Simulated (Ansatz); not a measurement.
Crystal: Bi.

```
Bi
1.0
    -1.98143    1.98143    1.98143
     1.98143   -1.98143    1.98143
     1.98143    1.98143   -1.98143
Bi
1
Direct
  0.00000 0.00000 0.00000
```

This isn't the form of Bi at room conditions, which is rhombohedral.

Base run:

| Item | Value |
| --- | --- |
| Program | Ansatz 0.2.0 |
| Functional | LDA |
| Potentials or basis | all-electron LAPW, relativistic spinors |
| Cutoff | 160 eV |
| Density cutoff | 639 eV |
| Basis error allowed | 0.001 eV/atom |
| k mesh | 7 × 7 × 7 |
| Occupations | fermi-dirac, width 0.05 eV |
| Spin | spin-orbit coupling, no magnetisation |

Its results: pressure -1.6 GPa.

**Question.** The run is repeated on the same cell with these changes: functional from LDA to PBEsol. What comes out?

**Answer.** Pressure -0.3 GPa.

PBEsol binds less tightly than LDA, so the same cell stands under more pressure.

Caveats: the k mesh is thin for a metal, which can move the energy by tens of meV per atom.

Not every run made on this cell is shown here.
